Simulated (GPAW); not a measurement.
# InAs (F-43m) in GPAW: notebook

One crystal, InAs, is run at these levels: PBE, rSCAN; tasks: band structure.

Everything below comes from runs of GPAW 26.7.0. Logs are shortened: lines on timing, memory, paths and dates and some standing lists are left out, and cuts for length are marked. The log counts tension as positive stress, the text compression.

**Experimental background.**

A printed reference work, data compilation reports, for a bulk crystal of InAs at 4.2 K: band gap 0.418 eV (direct).

The results are compared with them further down.

## Step 1: Starting point

It takes space group F-43m (No. 216, cubic). The conventional cell has a = 6.036 Å, b = 6.036 Å, c = 6.036 Å, α = 90.00°, β = 90.00°, γ = 90.00°. In (site symmetry -43m) has 4 As at 2.61 Å as nearest neighbours. Around As (site symmetry -43m) lie 4 In at 2.61 Å.

## Step 2: Band structure, PBE

run.py

```python
from ase.dft.bandgap import bandgap
from ase.io import read, write
from ase.units import Bohr, GPa
from gpaw import GPAW, PW
from gpaw.elf import elf_from_dft_calculation

atoms = read('POSCAR')

calc = GPAW(mode=PW(600),
            xc='PBE',
            kpts={'size': (6, 6, 6), 'gamma': True},
            occupations={'name': 'fermi-dirac', 'width': 0.05},
            nbands=18,
            convergence={'density': 1e-05, 'energy': 1e-05},
            maxiter=150,
            txt='gpaw.txt')
atoms.calc = calc
energy = atoms.get_potential_energy()
forces = atoms.get_forces()
stress = atoms.get_stress()
calc.write('gs.gpw')
write('result.traj', atoms)
print(f'Energy: {energy:.6f} eV')
print('Forces (eV/A):')
print(forces.round(4))
print('Stress (GPa):', (stress / GPa).round(3))
print('Fermi level:', round(calc.get_fermi_level(), 4), 'eV')
print(f'Gap: {bandgap(calc)[0]:.4f} eV, direct: {bandgap(calc, direct=True)[0]:.4f} eV')

# fields on the real-space grid
write('density.cube', atoms, data=calc.get_pseudo_density() * Bohr**3)
write('potential.cube', atoms, data=calc.get_electrostatic_potential())
write('elf.cube', atoms, data=elf_from_dft_calculation(calc).data)

path = atoms.cell.bandpath('GXWKGLUWLK,UX', npoints=80, eps=1e-4)
bs_calc = calc.fixed_density(kpts=path, symmetry='off', nbands=30,
                             convergence={'bands': 'CBM+6.0', 'eigenstates': 1e-6}, txt='bands.txt')
bs = bs_calc.band_structure()
bs.write('bs.json')
print(f'Gap on the path: {bandgap(bs_calc)[0]:.4f} eV')
```

POSCAR

```
InAs
1.0
    0.0000000000      3.0180000000      3.0180000000
    3.0180000000      0.0000000000      3.0180000000
    3.0180000000      3.0180000000      0.0000000000
In As
1 1
Direct
    0.0000000000      0.0000000000      0.0000000000
    0.7500000000      0.7500000000      0.7500000000
```

Potentials or basis: GPAW PAW data sets (gpaw-data 1.2.1), pw.

Run with:

```sh
$ OMP_NUM_THREADS=1 python run.py
```

gpaw.txt:

```text
__  _  _
 | _ |_)|_||  |
 |__||  | ||/\| - 26.7.0

Input parameters:
  mode=PW(ecut=600.0),
  convergence={'density': 1e-05, 'energy': 1e-05},
  kpts=MonkhorstPack(size=(6, 6, 6), gamma=True),
  maxiter=150,
  nbands=18,
  occupations=Occupations(name='fermi-dirac', width=0.05),
  xc=XC(name='PBE')

Diagonalizing LCAO Hamiltonian
Converting LCAO to pw mode

                     As

       In

Atoms  # Å, Bohr magnetons
|   | symbol |        x |        y |        z |    initial magnetic moments |
|---|--------|----------|----------|----------|-----------------------------|
| 0 |     In | 0.000000 | 0.000000 | 0.000000 | ( 0.0000,  0.0000,  0.0000) |
| 1 |     As | 4.527000 | 4.527000 | 4.527000 | ( 0.0000,  0.0000,  0.0000) |

Unit cell  # Å
| periodic |        x |        y |        z |  lengths |    angles |
|----------|----------|----------|----------|----------|-----------|
|      yes | 0.000000 | 3.018000 | 3.018000 | 4.268097 | 60.000000 |
|      yes | 3.018000 | 0.000000 | 3.018000 | 4.268097 | 60.000000 |
|      yes | 3.018000 | 3.018000 | 0.000000 | 4.268097 | 60.000000 |

Number of symmetries: 24
Symmetry operations  # r_c * U_cc + t_c -> r_c
|    | kind |            matrix            |
|----|------|------------------------------|
|  0 |  E   |  1, 0, 0,  0, 1, 0,  0, 0, 1 |
|  1 |  σ   |  1, 0, 0,  0, 0, 1,  0, 1, 0 |
|  2 |  σ   |  1, 0,-1,  0, 1,-1,  0, 0,-1 |
|  3 |  C3  |  1, 0,-1,  0, 0,-1,  0, 1,-1 |
|  4 |  C3  |  1,-1, 0,  0,-1, 1,  0,-1, 0 |
|  5 |  σ   |  1,-1, 0,  0,-1, 0,  0,-1, 1 |
|  6 |  σ   |  0, 1, 0,  1, 0, 0,  0, 0, 1 |
|  7 |  C3  |  0, 1, 0,  0, 0, 1,  1, 0, 0 |
|  8 |  C2  |  0, 1,-1,  1, 0,-1,  0, 0,-1 |
|  9 |  S4  |  0, 1,-1,  0, 0,-1,  1, 0,-1 |
| 10 |  C3  |  0, 0, 1,  1, 0, 0,  0, 1, 0 |
| 11 |  σ   |  0, 0, 1,  0, 1, 0,  1, 0, 0 |
| 12 |  S4  |  0, 0,-1,  1, 0,-1,  0, 1,-1 |
| 13 |  C3  |  0, 0,-1,  0, 1,-1,  1, 0,-1 |
| 14 |  S4  |  0,-1, 1,  1,-1, 0,  0,-1, 0 |
| 15 |  C2  |  0,-1, 1,  0,-1, 0,  1,-1, 0 |
| 16 |  C3  |  0,-1, 0,  1,-1, 0,  0,-1, 1 |
| 17 |  S4  |  0,-1, 0,  0,-1, 1,  1,-1, 0 |
| 18 |  S4  | -1, 1, 0, -1, 0, 1, -1, 0, 0 |
| 19 |  C3  | -1, 1, 0, -1, 0, 0, -1, 0, 1 |
| 20 |  C3  | -1, 0, 1, -1, 1, 0, -1, 0, 0 |
| 21 |  S4  | -1, 0, 1, -1, 0, 0, -1, 1, 0 |
| 22 |  σ   | -1, 0, 0, -1, 1, 0, -1, 0, 1 |
| 23 |  C2  | -1, 0, 0, -1, 0, 1, -1, 1, 0 |

BZ-sampling:
  Number of BZ points: 216
  Number of IBZ points: 16

  Monkhorst-Pack size: [6, 6, 6]
  Monkhorst-Pack shift: [0.08333333333333333, 0.08333333333333333, 0.08333333333333333]

K-points  # in reciprocal-cell coordinates
|     |                                coordinates |     weight |
|-----|--------------------------------------------|------------|
|   0 | (  0.00000000,   0.00000000,   0.00000000) | 0.00462963 |
|   1 | (  0.16666667,   0.16666667,   0.00000000) | 0.02777778 |
|   2 | (  0.16666667,   0.16666667,   0.16666667) | 0.03703704 |
|   3 | (  0.33333333,   0.16666667,   0.16666667) | 0.05555556 |
|   4 | (  0.33333333,   0.33333333,  -0.33333333) | 0.05555556 |
|   5 | (  0.33333333,   0.33333333,   0.00000000) | 0.02777778 |
|   6 | (  0.33333333,   0.33333333,   0.16666667) | 0.11111111 |
|   7 | (  0.33333333,   0.33333333,   0.33333333) | 0.03703704 |
|   8 | (  0.50000000,   0.33333333,  -0.33333333) | 0.11111111 |
|   9 | (  0.50000000,   0.33333333,  -0.16666667) | 0.05555556 |
| ... |                                            |            |
|  15 | (  0.50000000,   0.50000000,   0.50000000) | 0.01851852 |

Plane wave coefficients: 1853
Cutoff: 600.0 eV

Spin-components: 1 (collinear spins)
Bands:           18
Projectors:      11
Spin-degeneracy: 2
Datatype:        complex128

Parallelization:
  kpt:    1
  domain: 1
  band:   1

Density:
  Valence electrons: 18.0
  Components: 1
  Grid points: [25 25 25]
  Charge: 0.0  # |e|

Potential:
  Grid points: [25 25 25]

species:
  In:
    name:    Indium
    Z:       49.0
    valence: 13
    core:    36
    charge:  0.0  # [|e|]
    compensation charges:
      type: gauss
      rc: 0.36  # [Å]
      lmax: 2
    cutoffs:
      filter: 2.09  # [Å]
      core: 2.48  # [Å]
    projectors
    | kind |    occ | energy [eV] | rcut [Å] |
    |------|--------|-------------|----------|
    |   5s |  2.000 |      -8.203 |    1.185 |
    |   5p |  1.000 |      -2.521 |    1.244 |
    |   4d | 10.000 |     -18.629 |    1.148 |
    |    s |        |      19.008 |    1.185 |
    |    p |        |      24.691 |    1.244 |
    |    d |        |       8.583 |    1.148 |

    Using partial waves for In as LCAO basis

  As:
    name:    Arsenic
    Z:       33.0
    valence: 5
    core:    28
    charge:  0.0  # [|e|]
    compensation charges:
      type: gauss
      rc: 0.33  # [Å]
      lmax: 2
    cutoffs:
      filter: 1.87  # [Å]
      core: 2.96  # [Å]
    projectors
    | kind |    occ | energy [eV] | rcut [Å] |
    |------|--------|-------------|----------|
    |   4s |  2.000 |     -14.487 |    1.058 |
    |   4p |  3.000 |      -5.196 |    1.058 |
    |    s |        |      12.725 |    1.058 |
    |    p |        |      22.016 |    1.058 |
    |    d |        |       0.000 |    1.058 |

    Using partial waves for As as LCAO basis

Reference energy: -221478.393260  # eV

eigensolver:
  PPCG
  Converge bands: occupied
  niter=2

density mixing:
  MSR1-Mixer
  Pratt-step length: 0.05
  Maximum mixing coefficient: 0.75
  Old densities: 10
  SVD Regularization: 0.005
  Good broyden scale: 1.0
  Trust region scale: 1.0
  Backstep threshold: 4.0
  History deletion threshold: 6.0
  Fourier metric: weight=20.0, sigma=0.015

occupation numbers:
  Fermi-Dirac:
    width: 0.0500  # eV

poisson solver:
  ecut: 4800.0  # eV

xc functional:
  name: PBE with 2 nearest neighbor stencil

convergence criteria:
- Maximum integral of absolute [dens]ity change: 1e-05 electrons / valence electron
- Maximum [total energy] change in last 3 cyles: 1e-05 eV / valence electron
- Maximum integral of absolute [eigenst]ate change: 4e-08 eV^2 / valence electron
maximum number of iterations: 150

SCF iterations
|iter     | |      energy | eigst |  dens |
|---------|-|-------------|-------|-------|
|iter:   1| |   -8.106194 | -0.34 |       |
|iter:   2| |   -8.060748 | -2.36 | -1.17 |
|iter:   3| |   -7.888193 | -1.93 | -1.21 |
|iter:   4| |   -7.889349 | -3.31 | -1.80 |
|iter:   5| |   -7.889476 | -4.10 | -2.32 |
|iter:   6| |   -7.889504c| -5.64 | -3.12 |
|iter:   7| |   -7.889507c| -6.67 | -3.56 |
|iter:   8| |   -7.889507c| -8.15c| -4.62 |
|iter:   9| |   -7.889507c| -8.39c| -5.36c|

Converged in 9 steps
Energy contributions relative to reference atoms: (reference = -221478.393260)

Energy contributions:
  Kinetic:          27.099883
  Coulomb:         -24.791688
  Zero:              0.139211
  External:          0.000000
  Xc:              -10.336430
  Entropy:          -0.000967
  Spinorbit:         0.000000
  ----------------------------
  Free energy:      -7.889990
  Extrapolated:     -7.889507

dipole moment: (-17.120696, -17.120696, -17.120696)  # |e|*Ang

Fermi level: 4.946
Eigenvalues  # (at kpt = [0.000, 0.000, 0.000])
| band index |      eig [eV] | occ [0-2] |
|------------|---------------|-----------|
|          0 |        -9.407 |     2.000 |
|        ... |               |           |
|          2 |        -9.407 |     2.000 |
|          3 |        -9.278 |     2.000 |
|          4 |        -9.278 |     2.000 |
|          5 |        -6.986 |     2.000 |
|          6 |         4.747 |     1.964 |
|          7 |         4.909 |     1.354 |
[... 8 lines left out ...]
|         16 |        15.400 |     0.000 |
|         17 |        15.400 |     0.000 |

No gap
No difference between direct/indirect transitions

Forces  # eV/Ang
|        x |        y |        z |
|----------|----------|----------|
| -0.00000 | -0.00000 | -0.00000 |  # In   0
|  0.00000 | -0.00000 | -0.00000 |  # As   1

Stress tensor  # eV/Ang^3
|         x |         y |         z |
|-----------|-----------|-----------|
| -0.025652 | -0.000000 |  0.000000 |
| -0.000000 | -0.025652 |  0.000000 |
|  0.000000 |  0.000000 | -0.025652 |

# Writing to gs.gpw (mode='')
```

Run time: 37 s. Hardware: 1 thread of Arm Neoverse V2, shared host; peak memory 0.28 GiB.

What came out:

```
Free energy             : -7.8900 eV
Pressure                : 4.1 GPa
Band gap along the path : none (metal or under the smearing width)
```

Levels at the corners of the path, in eV from the Fermi level:
| point | band 5 | band 6 | band 7 | band 8 | band 9 | band 10 | band 11 | band 12 | band 13 |
| --- | --- | --- | --- | --- | --- | --- | --- | --- | --- |
| Γ | -14.22 | -11.93 | -0.20 | -0.04 | -0.04 | -0.04 | 3.85 | 3.85 | 3.85 |
| X | -14.20 | -9.89 | -5.90 | -2.39 | -2.39 | 1.50 | 2.03 | 9.19 | 9.27 |
| W | -14.22 | -9.83 | -5.76 | -3.02 | -2.95 | 4.20 | 4.26 | 4.97 | 6.05 |
| K | -14.21 | -9.90 | -5.76 | -3.34 | -2.01 | 2.07 | 4.25 | 7.29 | 7.39 |
| Γ | -14.22 | -11.93 | -0.20 | -0.04 | -0.04 | -0.04 | 3.85 | 3.85 | 3.85 |
| L | -14.22 | -10.44 | -5.83 | -1.04 | -1.04 | 0.93 | 4.64 | 4.64 | 6.84 |
| U | -14.21 | -9.90 | -5.76 | -3.34 | -2.01 | 2.07 | 4.25 | 7.29 | 7.39 |
| W | -14.22 | -9.83 | -5.76 | -3.02 | -2.95 | 4.20 | 4.26 | 4.97 | 6.05 |
| L | -14.22 | -10.44 | -5.83 | -1.04 | -1.04 | 0.93 | 4.64 | 4.64 | 6.84 |
| K | -14.21 | -9.90 | -5.76 | -3.34 | -2.01 | 2.07 | 4.25 | 7.29 | 7.39 |
| U | -14.21 | -9.90 | -5.76 | -3.34 | -2.01 | 2.07 | 4.25 | 7.29 | 7.39 |
| X | -14.20 | -9.89 | -5.90 | -2.39 | -2.39 | 1.50 | 2.03 | 9.19 | 9.27 |

Caveat: spin-orbit coupling is left out, which moves the levels of the heavy elements.

## Step 3: Band structure, PBE, spin-orbit coupling, no magnetisation

Edit run.py of step 2 so:

```diff
@@ -1,8 +1,16 @@
+import numpy as np
+from ase import Atoms
 from ase.dft.bandgap import bandgap
-from ase.io import read, write
-from ase.units import Bohr, GPa
+from ase.io import write
+from ase.units import GPa
 from gpaw import GPAW, PW
-from gpaw.elf import elf_from_dft_calculation
+from gpaw.spinorbit import soc_eigenstates
 
-atoms = read('POSCAR')
+atoms = Atoms(['In', 'As'],
+              cell=[[0.0, 3.018, 3.018],
+                    [3.018, 0.0, 3.018],
+                    [3.018, 3.018, 0.0]],
+              scaled_positions=[[0.0, 0.0, 0.0],
+                                [0.75, 0.75, 0.75]],
+              pbc=True)
 
@@ -29,7 +37,2 @@
 
-# fields on the real-space grid
-write('density.cube', atoms, data=calc.get_pseudo_density() * Bohr**3)
-write('potential.cube', atoms, data=calc.get_electrostatic_potential())
-write('elf.cube', atoms, data=elf_from_dft_calculation(calc).data)
-
 path = atoms.cell.bandpath('GXWKGLUWLK,UX', npoints=80, eps=1e-4)
@@ -40 +43,7 @@
 print(f'Gap on the path: {bandgap(bs_calc)[0]:.4f} eV')
+
+soc = soc_eigenstates(bs_calc, theta=54.7, phi=45)
+np.savetxt('soc_bands.dat', soc.eigenvalues(), fmt='%.4f')
+mesh = soc_eigenstates('gs.gpw', theta=54.7, phi=45)
+np.savetxt('soc_mesh.dat', mesh.eigenvalues(), fmt='%.4f')
+print('Fermi level with spin-orbit coupling:', round(mesh.fermi_level, 4), 'eV')
```

Potentials or basis: GPAW PAW data sets (gpaw-data 1.2.1), pw.

Run with:

```sh
$ OMP_NUM_THREADS=1 python run.py
```

gpaw.txt:

```text
__  _  _
 | _ |_)|_||  |
 |__||  | ||/\| - 26.7.0

Input parameters:
  mode=PW(ecut=600.0),
  convergence={'density': 1e-05, 'energy': 1e-05},
  kpts=MonkhorstPack(size=(6, 6, 6), gamma=True),
  maxiter=150,
  nbands=18,
  occupations=Occupations(name='fermi-dirac', width=0.05),
  xc=XC(name='PBE')

Diagonalizing LCAO Hamiltonian
Converting LCAO to pw mode

                     As

       In

Atoms  # Å, Bohr magnetons
|   | symbol |        x |        y |        z |    initial magnetic moments |
|---|--------|----------|----------|----------|-----------------------------|
| 0 |     In | 0.000000 | 0.000000 | 0.000000 | ( 0.0000,  0.0000,  0.0000) |
| 1 |     As | 4.527000 | 4.527000 | 4.527000 | ( 0.0000,  0.0000,  0.0000) |

Unit cell  # Å
| periodic |        x |        y |        z |  lengths |    angles |
|----------|----------|----------|----------|----------|-----------|
|      yes | 0.000000 | 3.018000 | 3.018000 | 4.268097 | 60.000000 |
|      yes | 3.018000 | 0.000000 | 3.018000 | 4.268097 | 60.000000 |
|      yes | 3.018000 | 3.018000 | 0.000000 | 4.268097 | 60.000000 |

Number of symmetries: 24
Symmetry operations  # r_c * U_cc + t_c -> r_c
|    | kind |            matrix            |
|----|------|------------------------------|
|  0 |  E   |  1, 0, 0,  0, 1, 0,  0, 0, 1 |
|  1 |  σ   |  1, 0, 0,  0, 0, 1,  0, 1, 0 |
|  2 |  σ   |  1, 0,-1,  0, 1,-1,  0, 0,-1 |
|  3 |  C3  |  1, 0,-1,  0, 0,-1,  0, 1,-1 |
|  4 |  C3  |  1,-1, 0,  0,-1, 1,  0,-1, 0 |
|  5 |  σ   |  1,-1, 0,  0,-1, 0,  0,-1, 1 |
|  6 |  σ   |  0, 1, 0,  1, 0, 0,  0, 0, 1 |
|  7 |  C3  |  0, 1, 0,  0, 0, 1,  1, 0, 0 |
[... 144 lines left out ...]
- Maximum [total energy] change in last 3 cyles: 1e-05 eV / valence electron
- Maximum integral of absolute [eigenst]ate change: 4e-08 eV^2 / valence electron
maximum number of iterations: 150

SCF iterations
|iter     | |      energy | eigst |  dens |
|---------|-|-------------|-------|-------|
|iter:   1| |   -8.106194 | -0.34 |       |
|iter:   2| |   -8.060748 | -2.36 | -1.17 |
|iter:   3| |   -7.888193 | -1.93 | -1.21 |
|iter:   4| |   -7.889349 | -3.31 | -1.80 |
|iter:   5| |   -7.889476 | -4.10 | -2.32 |
|iter:   6| |   -7.889504c| -5.64 | -3.12 |
|iter:   7| |   -7.889507c| -6.67 | -3.56 |
|iter:   8| |   -7.889507c| -8.15c| -4.62 |
|iter:   9| |   -7.889507c| -8.39c| -5.36c|

Converged in 9 steps
Energy contributions relative to reference atoms: (reference = -221478.393260)

Energy contributions:
  Kinetic:          27.099883
  Coulomb:         -24.791688
  Zero:              0.139211
  External:          0.000000
  Xc:              -10.336430
  Entropy:          -0.000967
  Spinorbit:         0.000000
  ----------------------------
  Free energy:      -7.889990
  Extrapolated:     -7.889507

dipole moment: (-17.120696, -17.120696, -17.120696)  # |e|*Ang

Fermi level: 4.946
Eigenvalues  # (at kpt = [0.000, 0.000, 0.000])
| band index |      eig [eV] | occ [0-2] |
|------------|---------------|-----------|
|          0 |        -9.407 |     2.000 |
|        ... |               |           |
|          2 |        -9.407 |     2.000 |
|          3 |        -9.278 |     2.000 |
|          4 |        -9.278 |     2.000 |
|          5 |        -6.986 |     2.000 |
|          6 |         4.747 |     1.964 |
|          7 |         4.909 |     1.354 |
[... 8 lines left out ...]
|         16 |        15.400 |     0.000 |
|         17 |        15.400 |     0.000 |

No gap
No difference between direct/indirect transitions

Forces  # eV/Ang
|        x |        y |        z |
|----------|----------|----------|
| -0.00000 | -0.00000 | -0.00000 |  # In   0
|  0.00000 | -0.00000 | -0.00000 |  # As   1

Stress tensor  # eV/Ang^3
|         x |         y |         z |
|-----------|-----------|-----------|
| -0.025652 | -0.000000 |  0.000000 |
| -0.000000 | -0.025652 |  0.000000 |
|  0.000000 |  0.000000 | -0.025652 |

# Writing to gs.gpw (mode='')
```

bands.txt:

```text
Diagonalizing LCAO Hamiltonian
Converting LCAO to pw mode
convergence criteria:
- Maximum integral of absolute [eigenst]ate change: 1e-06 eV^2 / valence electron
maximum number of iterations: 150

SCF iterations
|iter     | |      energy | eigst |  dens |
|---------|-|-------------|-------|-------|
|iter:   1| |             | +0.27 |       |
[... 85 lines left out ...]
         [0.40277778, 0.40277778, 0.69444444],
         [0.38888889, 0.38888889, 0.72222222],
         [0.375     , 0.375     , 0.75      ],
         [0.625     , 0.25      , 0.625     ],
         [0.59375   , 0.1875    , 0.59375   ],
         [0.5625    , 0.125     , 0.5625    ],
         [0.53125   , 0.0625    , 0.53125   ],
         [0.5       , 0.        , 0.5       ]])),
  maxiter=150,
  nbands=30,
  occupations=Occupations(name='fermi-dirac', width=0.05),
  symmetry=Symmetry(point_group=False, time_reversal=False),
  xc=XC(name='PBE')
```

It took 37 s on 1 thread of Arm Neoverse V2, shared host; peak memory 0.3 GiB.

Results:

```
Free energy             : -7.8900 eV
Pressure                : 4.1 GPa
Band gap along the path : none (metal or under the smearing width)
```

Levels at the corners of the path, in eV from the Fermi level:
| point | band 15 | band 16 | band 17 | band 18 | band 19 | band 20 | band 21 | band 22 |
| --- | --- | --- | --- | --- | --- | --- | --- | --- |
| Γ | -0.28 | -0.28 | 0.00 | 0.00 | 0.00 | 0.00 | 3.42 | 3.42 |
| X | -2.48 | -2.48 | -2.48 | -2.48 | 1.41 | 1.41 | 1.95 | 1.95 |
| W | -3.16 | -3.10 | -3.06 | -2.96 | 4.01 | 4.17 | 4.20 | 4.21 |
| K | -3.44 | -3.43 | -2.10 | -2.10 | 1.98 | 1.99 | 4.14 | 4.19 |
| Γ | -0.28 | -0.28 | 0.00 | 0.00 | 0.00 | 0.00 | 3.42 | 3.42 |
| L | -1.26 | -1.26 | -1.00 | -1.00 | 0.84 | 0.84 | 4.45 | 4.45 |
| U | -3.44 | -3.43 | -2.10 | -2.10 | 1.98 | 1.99 | 4.14 | 4.19 |
| W | -3.16 | -3.10 | -3.06 | -2.96 | 4.01 | 4.17 | 4.20 | 4.21 |
| L | -1.26 | -1.26 | -1.00 | -1.00 | 0.84 | 0.84 | 4.45 | 4.45 |
| K | -3.44 | -3.43 | -2.10 | -2.10 | 1.98 | 1.99 | 4.14 | 4.19 |
| U | -3.44 | -3.43 | -2.10 | -2.10 | 1.98 | 1.99 | 4.14 | 4.19 |
| X | -2.48 | -2.48 | -2.48 | -2.48 | 1.41 | 1.41 | 1.95 | 1.95 |

Caveat: spin-orbit coupling was added after a scalar SCF, so levels and gaps hold it while energy, forces, pressure and moments don't; this program's spin-orbit splittings come out too wide for heavy elements.

(Continued in part 2 of 2.)
